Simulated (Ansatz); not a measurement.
# Bands of CuO

```
CELL_PARAMETERS angstrom
0.00000 2.12254 2.12254
2.12254 0.00000 2.12254
2.12254 2.12254 0.00000
ATOMIC_POSITIONS crystal
Cu 0.00000 0.00000 0.00000
O 0.50000 0.50000 0.50000
```

Atoms are numbered in the order listed.

The structure comes from a relaxation in the same program, started in the rocksalt type, and has space group Fm-3m. Whether it is a known phase or the ground state wasn't checked.

Without spin polarisation or U, such a compound can come out metallic where the real one is a magnetic insulator.

Theory: DFT, PBE, all-electron LAPW, scalar-relativistic (Ansatz 0.2.0).

Numerical set-up: a Γ-centred 16×16×16 k mesh, Fermi–Dirac smearing of 0.08 eV, basis error target 0.5 meV/atom, no spin polarisation.

Points in fractions of the reciprocal vectors of this cell: Γ (0, 0, 0), X (0.5, 0, 0.5), U (0.625, 0.25, 0.625), K (0.375, 0.375, 0.75), L (0.5, 0.5, 0.5), W (0.5, 0.25, 0.75). The path joins them by straight lines in the order Γ–X–U–K–Γ–L–W–X; legs that retrace an earlier one aren't tabulated. Energies are in eV from the Fermi level.

(1) Metal or insulator at this level of theory?

(2) Tabulate bands 11 to 16, counted from the lowest band of the run, along the path.

## Answers

(1) No gap opens: metallic or semimetallic.

(2) 
```csv
k (1/Å),point,band 11,band 12,band 13,band 14,band 15,band 16
0.00,Γ,-2.37,-2.37,-2.17,-2.17,1.34,18.12
0.21,,-2.16,-2.00,-2.00,-1.53,1.89,16.51
0.42,,-2.12,-1.67,-1.67,-1.19,3.17,15.04
0.63,,-2.06,-1.47,-1.47,-1.04,4.57,13.67
0.85,,-1.99,-1.42,-1.42,-1.01,5.63,11.61
1.06,,-1.94,-1.48,-1.48,-1.13,5.95,10.61
1.27,,-1.89,-1.58,-1.58,-1.34,5.71,10.47
1.48,X,-1.88,-1.63,-1.63,-1.46,5.55,10.51
1.55,,-1.83,-1.63,-1.62,-1.45,5.59,10.51
1.63,,-1.71,-1.64,-1.62,-1.42,5.71,10.51
1.70,,-1.65,-1.60,-1.52,-1.38,5.90,10.50
1.78,,-1.66,-1.58,-1.33,-1.30,6.16,10.48
1.85,,-1.68,-1.56,-1.29,-1.05,6.47,10.47
1.93,,-1.70,-1.53,-1.25,-0.80,6.82,10.47
2.00,U,-1.73,-1.50,-1.23,-0.54,7.19,10.16
2.13,,-1.74,-1.50,-1.22,-0.44,7.46,9.92
2.26,,-1.76,-1.52,-1.21,-0.39,7.80,9.70
2.39,,-1.81,-1.54,-1.19,-0.38,8.06,9.55
2.52,,-1.81,-1.54,-1.19,-0.38,8.06,9.55
2.65,,-1.76,-1.52,-1.21,-0.39,7.80,9.70
2.78,,-1.74,-1.50,-1.22,-0.44,7.46,9.92
2.91,K,-1.73,-1.50,-1.23,-0.54,7.19,10.16
3.13,,-1.82,-1.41,-1.20,0.15,8.40,8.81
3.36,,-1.81,-1.34,-1.22,0.58,7.35,9.86
3.58,,-1.83,-1.35,-1.31,0.60,5.95,11.49
3.81,,-1.96,-1.47,-1.46,0.20,4.56,12.58
4.03,,-2.13,-1.68,-1.65,-0.51,3.17,14.13
4.26,,-2.28,-2.00,-1.86,-1.38,1.93,16.12
4.48,Γ,-2.37,-2.37,-2.17,-2.17,1.34,18.12
4.66,,-2.38,-2.16,-1.65,-1.65,1.74,16.44
4.85,,-2.30,-2.03,-1.05,-1.05,2.64,14.49
5.03,,-2.18,-1.90,-0.49,-0.49,3.65,12.73
5.21,,-2.05,-1.74,0.01,0.01,4.56,11.28
5.40,,-1.93,-1.58,0.39,0.39,5.23,10.23
5.58,,-1.85,-1.44,0.64,0.64,5.59,9.66
5.76,L,-1.82,-1.39,0.73,0.73,5.68,9.49
5.91,,-1.82,-1.40,0.57,0.68,5.91,9.42
6.06,,-1.82,-1.43,0.18,0.53,6.53,9.22
6.21,,-1.82,-1.46,-0.28,0.30,7.37,8.90
6.36,,-1.83,-1.50,-0.73,0.00,8.32,8.52
6.51,,-1.83,-1.53,-1.11,-0.31,8.17,9.29
6.66,,-1.80,-1.59,-1.41,-0.55,7.93,10.17
6.81,W,-1.77,-1.63,-1.56,-0.64,7.85,10.60
6.91,,-1.69,-1.63,-1.56,-0.67,7.68,10.52
7.02,,-1.65,-1.63,-1.57,-0.77,7.26,10.48
7.13,,-1.63,-1.63,-1.58,-0.92,6.75,10.48
7.23,,-1.63,-1.62,-1.60,-1.12,6.26,10.48
7.34,,-1.67,-1.63,-1.62,-1.32,5.87,10.50
7.44,,-1.80,-1.63,-1.63,-1.43,5.63,10.51
7.55,X,-1.88,-1.63,-1.63,-1.46,5.55,10.51
```
